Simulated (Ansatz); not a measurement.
# O (C2/m) in Ansatz: reference runs

How does O come out in PBEsol? The cell is run as given and disturbed.

Program: Ansatz 0.2.0. These are calculated values, not measurements. Logs are shortened: lines on timing, memory, paths and dates and some standing lists are left out, and cuts for length are marked.

## (1) Starting point

It takes space group C2/m (No. 12, monoclinic). The conventional cell has a = 5.703 Å, b = 3.325 Å, c = 4.363 Å, α = 90.00°, β = 123.29°, γ = 90.00°. O (site symmetry m) is surrounded by 1 O at 1.22 Å.

## (2) Single point, PBEsol

File input.yaml:

```yaml
crystal:
  lattice:
    - [2.8514028533, -1.66241594, 0.0]
    - [2.8514028533, 1.66241594, 0.0]
    - [-2.3944914034, 0.0, 3.6470501824]
  atoms:
    - { symbol: O, position: [0.97454617, 0.97454617, 0.84442598] }
    - { symbol: O, position: [0.02545383, 0.02545383, 0.15557402] }
hamiltonian:
  xc: pbesol
  pseudopotentials: { kind: paw }
kpoints:
  mp_grid: { grid: [10, 10, 7] }
scf:
  occupations: { method: fermi_dirac, width: 0.05 }
output:
  forces: true
  stress: true
  eigenvalues: true
  write_density: true
  write_potential: true
  elf: true
  volumetric_format: npy
```

Potentials or basis: Ansatz PAW.

Launch:

```sh
$ ansatz run input.yaml --threads 2 --pin off --max-ram 5632MiB --backend cpu --events-out ev --progress --plain --runs-dir out
```

Standard output:

```text
Warning: RAYON_NUM_THREADS=2 ignored (pool sized by the plan → 2); use --threads N
Engine: ansatz 0.2.0, aarch64-unknown-linux-gnu
Pseudopotentials: kind: paw
Pseudopotential: O, paw, valence charge 6, recommended cutoff 420 eV (normal), O.paw.azcp
Functional definition: PBEsol
  exchange = pbesol_x
  correlation = pbesol_c
Crystal: 2 atoms, lattice volume = 34.576 Å³
Basis set: ecut = 420 eV, 687 PW (Γ), exchange–correlation on 48×48×60 points (8 copies of the dense FFT grid, shifted against one another)
Bands: 10, of which v1, the nominal top of the filled ones, is band 6 counted from 1 (5 counted from 0)
Symmetry: 4 space group operations
Space group: C2/m (ITA 12), of the structure as read, at distance tolerance 3.3e-5 Å
k-points: 196 of 700
Non-local potential: O, projectors of the file, l = 0: 2, l = 1: 2, l = 2: 1
PAW form: soft (Blöchl's): semilocal exchange-correlation on the pseudo side does not see the compensation charge
PAW frozen core: O, regenerated for the run's functional, and the local potential with it (the file was generated under x = pbe(κ = 0.804, μ = 0.2195149727645171), c = pbe(β = 0.06672455060314922))
PAW one-centre angular grid: O, 110 points (default); XC on 64 Gauss nodes
Initial density: superposition of atomic densities (neutral atoms: chi_scale 0, normalization atom), corrected by the library's trained network
Initial wavefunctions: pseudopotential atomic-orbital guess
Functional: x = pbesol(κ = 0.804, μ = 0.12345679012345678), c = pbesol(β = 0.046)
SCF iter   1: F=—  HF=-1115.799880 eV  |F-HF|=—  |Δ(HF+E_count)|=         —  Δρ=1.15e-2  dr2=3.01e-2  ethr=1.77e-3  ⟨swp⟩=5.3  Hψ=11494  notcnv=0
preconditioner: auto → LDOS  [metal: Δε(μ)=0.006 eV  Ē_g=14.701 eV  σ=0.050 eV  W_gap=0.03  n_scr=4 (ndim 8)  ℏωp=20.0 eV  f_vac=0.231  D(μ)=6.20/eV (n_scr^D=96)  β→1.0]
SCF iter   2: F=—  HF=-1115.794288 eV  |F-HF|=—  |Δ(HF+E_count)|=   5.59e-3  Δρ=1.23e-2  dr2=1.50e-2  ethr=2.51e-4  ⟨swp⟩=3.0  Hψ=5299  notcnv=0
SCF iter   3: F=—  HF=-1115.794580 eV  |F-HF|=—  |Δ(HF+E_count)|=   2.91e-4  Δρ=1.09e-2  dr2=1.14e-2  ethr=1.25e-4  ⟨swp⟩=2.0  Hψ=2548  notcnv=0
SCF iter   4: F=—  HF=-1115.792867 eV  |F-HF|=—  |Δ(HF+E_count)|=   1.71e-3  Δρ=1.16e-3  dr2=4.86e-4  ethr=9.51e-5  ⟨swp⟩=2.0  Hψ=2361  notcnv=0
SCF iter   5: F=—  HF=-1115.792975 eV  |F-HF|=—  |Δ(HF+E_count)|=   1.08e-4  Δρ=1.71e-4  dr2=4.76e-6  ethr=4.05e-6  ⟨swp⟩=2.2  Hψ=3234  notcnv=0
SCF iter   6: F=—  HF=-1115.792988 eV  |F-HF|=—  |Δ(HF+E_count)|=   1.27e-5  Δρ=2.90e-5  dr2=2.14e-7  ethr=3.97e-8  ⟨swp⟩=2.2  Hψ=2882  notcnv=0
SCF iter   7: F=-1115.792988 eV  HF=-1115.792988 eV  |F-HF|=8.69e-9  |Δ(HF+E_count)|=   3.49e-7  Δρ=8.50e-6  dr2=1.28e-8  ethr=8.33e-10  ⟨swp⟩=8.4  Hψ=12960  notcnv=0
SCF 1 converged in 7 iterations: F = -1115.792988 eV  dr2 = 1.28e-8
SCF converged after 7 iterations
Free energy (F): -1115.792988 eV
Harris-Foulkes:  -1115.792988 eV  (|F-HF|=8.69e-9)
Internal energy: -1115.740535 eV  (E = F + TS)
E sigma→0 (E₀):  -1115.766762 eV
Entropy (-TS):   -0.052453 eV (-26.226 meV/atom)
Fermi energy:    -0.474016 eV
--- Per-component energies (eV) ---
  E_band       = -127.893351
  E_kinetic    = 339.191008
  E_local      = -1003.478278  (includes V_loc(G=0)·N_el)
  E_nonlocal   = 97.664883
  E_hartree    = 343.487621
  E_xc         = -140.355116
  E_vxc        = -179.622783  (∫ρ·V_xc dr)
  E_paw        = -302.321316  (= ΣΔE_a)
  E_vpaw       = -68.629874  (= ΣTr[D̂ρ^β])
  E_aug_tail   = 0.004643  (compensation charges beyond the density's cutoff)
  E_ewald      = -450.004556
  E_core_change = 0.070576  (= ΣΔE_core)
  E_smearing   = -0.052453  (= −TS)
  E_closure    = 0.000000  (closes the sum)
  Σ components = -1115.792988   (vs F -1115.792988, Δ=0.00e0)
--- Forces (eV/Å), atoms counted from 1 ---
  atom   1  O     -0.45762878     0.00000000     0.71445051
  atom   2  O      0.45762878    -0.00000000    -0.71445051
  max |Σ_I F_I| component: 1.11e-16 eV/Å
--- Stress (GPa, compression-positive) ---
       -0.954037       0.000000       2.402829
        0.000000      -3.648453      -0.000000
        2.402828      -0.000000      -6.578543
  P = ⅓ Tr σ = -3.7270 GPa (-37.270 kbar)
--- Band table (eV; the first three rows and the last of 196) ---
  k-point 0: bands = ["-26.8353", "-14.2126", "-8.3265", "-6.7655", "-6.7281", "-0.5700", "-0.2888", "6.1525", "10.0361", "13.7012"]
  k-point 1: bands = ["-26.8288", "-14.3043", "-8.1613", "-6.7794", "-6.7448", "-0.5290", "-0.2625", "6.1320", "9.8823", "12.1214"]
  k-point 2: bands = ["-26.8141", "-14.4977", "-7.7909", "-6.8096", "-6.7881", "-0.4349", "-0.2043", "6.1544", "8.9428", "11.4294"]
  k-point 195: bands = ["-26.7168", "-14.3377", "-7.7716", "-7.5804", "-6.9932", "-0.7755", "-0.3970", "7.6971", "10.0908", "11.3470"]
```

Wall time 2.1 s (2 threads of Arm Neoverse V2, shared host); peak memory 0.33 GiB.

What came out:

| Property | Result |
| --- | --- |
| Free energy | -1115.7930 eV |
| Pressure | -3.7 GPa |
| Largest force | 0.848 eV/Å |
| Band gap on the k mesh | none (metal or under the smearing width) |

Forces in eV/Å, atoms in the order of the input:
```
O   -0.458  0.000  0.714
O    0.458  0.000 -0.714
```

Stress tensor (GPa, compression positive):
```
-0.95  0.00  2.40
 0.00 -3.65  0.00
 2.40  0.00 -6.58
```

Caveat: spin is off for a triplet molecule; the pressure holds a Pulay correction of +0.8 GPa for the finite cutoff; the PAW data sets come from PBE, with cores solved anew for the run's functional, which leaves a small shift of forces and pressure.

## (3) Single point, PBEsol (atoms moved at random, drawn with an rms of 0.05 Å)

Changes to input.yaml since step 2:

```diff
@@ -6,4 +6,4 @@
   atoms:
-    - { symbol: O, position: [0.97454617, 0.97454617, 0.84442598] }
-    - { symbol: O, position: [0.02545383, 0.02545383, 0.15557402] }
+    - { symbol: O, position: [0.975987, 0.978139, 0.839217] }
+    - { symbol: O, position: [0.006325, 0.045059, 0.166337] }
 hamiltonian:
```

Potentials or basis: Ansatz PAW.

Launch:

```sh
$ ansatz run input.yaml --threads 2 --pin off --max-ram 5632MiB --backend cpu --events-out ev --progress --plain --runs-dir out
```

Standard output:

```text
Warning: RAYON_NUM_THREADS=2 ignored (pool sized by the plan → 2); use --threads N
[... 6 set-up lines as earlier in the session ...]
Crystal: 2 atoms, lattice volume = 34.576 Å³
Basis set: ecut = 420 eV, 687 PW (Γ), exchange–correlation on 48×48×60 points (8 copies of the dense FFT grid, shifted against one another)
Bands: 10, of which v1, the nominal top of the filled ones, is band 6 counted from 1 (5 counted from 0)
Symmetry: 2 space group operations
Space group: P-1 (ITA 2), of the structure as read, at distance tolerance 3.3e-5 Å
k-points: 352 of 700
[... 3 set-up lines as earlier in the session ...]
[... 24 lines left out ...]
  E_kinetic    = 335.616385
  E_local      = -963.376635  (includes V_loc(G=0)·N_el)
  E_nonlocal   = 97.031925
  E_hartree    = 326.620307
  E_xc         = -139.938335
  E_vxc        = -179.063851  (∫ρ·V_xc dr)
  E_paw        = -301.304874  (= ΣΔE_a)
  E_vpaw       = -67.420551  (= ΣTr[D̂ρ^β])
  E_aug_tail   = 0.004414  (compensation charges beyond the density's cutoff)
  E_ewald      = -470.244235
  E_core_change = 0.070576  (= ΣΔE_core)
  E_smearing   = -0.051927  (= −TS)
  E_closure    = -0.000000  (closes the sum)
  Σ components = -1115.572401   (vs F -1115.572401, Δ=0.00e0)
--- Forces (eV/Å), atoms counted from 1 ---
  atom   1  O     -1.89723592     0.24875971     4.20014278
  atom   2  O      1.89723592    -0.24875971    -4.20014278
  max |Σ_I F_I| component: 0.00e0 eV/Å
--- Stress (GPa, compression-positive) ---
       -4.195991       0.496167      10.352500
        0.496168      -3.595419      -1.251505
       10.352499      -1.251505     -26.377869
  P = ⅓ Tr σ = -11.3898 GPa (-113.898 kbar)
--- Band table (eV; the first three rows and the last of 352) ---
  k-point 0: bands = ["-25.3636", "-14.7359", "-8.1128", "-6.0702", "-6.0216", "-1.0998", "-0.7969", "6.1742", "7.6244", "14.0401"]
  k-point 1: bands = ["-25.3537", "-14.8290", "-7.9394", "-6.0864", "-6.0462", "-1.0566", "-0.7710", "5.9540", "7.7876", "12.1949"]
  k-point 2: bands = ["-25.3310", "-15.0270", "-7.5461", "-6.1220", "-6.1076", "-0.9591", "-0.7127", "5.5679", "7.9388", "10.8268"]
  k-point 351: bands = ["-25.2114", "-14.8882", "-7.4887", "-7.0194", "-6.3173", "-1.2769", "-0.8999", "6.1128", "10.1178", "10.8814"]
```

rho_z.tsv:

```text
# z_ang	rho[e/angstrom^3]
# format = ansatz-planar-average/11
# lattice	2.851402853	-1.662415940	0.000000000
# lattice	2.851402853	1.662415940	0.000000000
# lattice	-2.394491403	0.000000000	3.647050182
# sites	2
# site	8	3.562502560	0.003577519	3.060666513
# site	8	-0.251776032	0.064392019	0.606639386
0.000000	3.478052e-1
0.145429	3.717076e-1
0.290857	4.457664e-1
0.436286	5.495698e-1
0.581715	6.498701e-1
0.727144	7.011147e-1
[... 22 lines left out ...]
4.072004	4.617112e-1
4.217433	3.809778e-1
```

Wall time 3.7 s (2 threads of Arm Neoverse V2, shared host); peak memory 0.38 GiB.

What came out:

| Quantity | Value |
| --- | --- |
| Free energy | -1115.5724 eV |
| Pressure | -11.4 GPa |
| Largest force | 4.615 eV/Å |
| Band gap on the k mesh | none (metal or under the smearing width) |

Forces on the atoms (eV/Å):
```
O   -1.897  0.249  4.200
O    1.897 -0.249 -4.200
```

Stress tensor (GPa, compression positive):
```
 -4.20   0.50  10.35
  0.50  -3.60  -1.25
 10.35  -1.25 -26.38
```

Levels at points of the mesh, in eV from the Fermi level:
```tsv
k point	band 3	band 4	band 5	band 6	band 7	band 8	band 9	band 10
(0.00, 0.00, 0.00)	-7.14	-5.10	-5.05	-0.13	0.17	7.15	8.60	15.01
(0.00, -0.50, 0.00)	-6.68	-6.32	-5.22	-0.31	0.12	8.35	11.02	11.78
(-0.50, 0.00, 0.00)	-6.73	-6.34	-5.23	-0.26	0.18	8.50	10.86	11.75
(-0.50, -0.50, 0.00)	-6.52	-6.23	-5.49	0.04	0.37	8.20	11.08	12.13
```

Caveat: spin is off for a triplet molecule; the pressure holds a Pulay correction of +0.8 GPa for the finite cutoff; the PAW data sets come from PBE, with cores solved anew for the run's functional, which leaves a small shift of forces and pressure.
